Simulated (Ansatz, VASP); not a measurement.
One calculation of Si, two programs

Contents of INCAR:

```
PREC     = Accurate       # precision mode
ENCUT    = 520            # plane-wave cutoff, eV
EDIFF    = 1E-6           # SCF threshold, eV
ISMEAR   = 0              # smearing method
SIGMA    = 0.05           # smearing width, eV
LREAL    = False          # projectors in reciprocal space
LASPH    = True           # aspherical terms in the spheres
NELM     = 60             # most SCF steps
ALGO     = Normal         # electronic algorithm
ISIF     = 2              # what is computed and relaxed
LWAVE    = False          # write WAVECAR
LCHARG   = False          # write CHGCAR
GGA      = PE             # functional
NBANDS   = 11             # bands
```

File KPOINTS:

```
regular mesh
0
Gamma
  8 8 8
```

File POSCAR:

```
Si
1.0
    0.0000000000      2.8304772733      2.5433274050
    2.8304772733      0.0000000000      2.5433274050
    2.8304772733      2.8304772733      0.0000000000
Si
2
Direct
    0.5000000000      0.5000000000      0.5000000000
    0.7500000000      0.7500000000      0.7500000000
```

Input for Ansatz:

```yaml
crystal:
  lattice:
    - [0.0, 2.8304772733, 2.543327405]
    - [2.8304772733, 0.0, 2.543327405]
    - [2.8304772733, 2.8304772733, 0.0]
  atoms:
    - { symbol: Si, position: [0.5, 0.5, 0.5] }
    - { symbol: Si, position: [0.75, 0.75, 0.75] }
basis:
  ecutwfc: 420
kpoints:
  mp_grid: { grid: [8, 8, 8] }
hamiltonian:
  xc: pbe
  pseudopotentials: { kind: paw, azcp: { folder: soft_1 } }
scf:
  occupations: { method: gaussian, width: 0.05 }
output:
  forces: true
  stress: true
  eigenvalues: true
```

Change from the starting cell: strain +e along x and -e along y +0.0000, strain +e along z and -e/2 along x and y -0.0700.

Alike in both runs: task single point; functional PBE; k mesh 8 × 8 × 8; occupations gaussian, width 0.05 eV; no spin polarisation.

|  | VASP | Ansatz |
| --- | --- | --- |
| version | VASP 6.6.1 | Ansatz 0.2.0 |
| potentials or method | VASP PAW PBE potentials, release 64 (Si) | scalar-relativistic, plane waves, PAW |
| plane-wave cutoff (eV) | 520 | 420 |
| valence electrons in the cell | 8 | 8 |

|  | VASP | Ansatz | Ansatz less VASP |
| --- | --- | --- | --- |
| gap on the k mesh at the Fermi level (eV) | none | none | - |
| pressure (GPa) | -0.1 | -0.1 | +0.06 |
| largest component of the traceless stress (GPa) | 5.44 | 5.43 | -0.016 |

A gap of «none» marks a metal or a gap that the smearing closes. With one functional, cell and mesh, what is left measures potentials, basis and numerics.
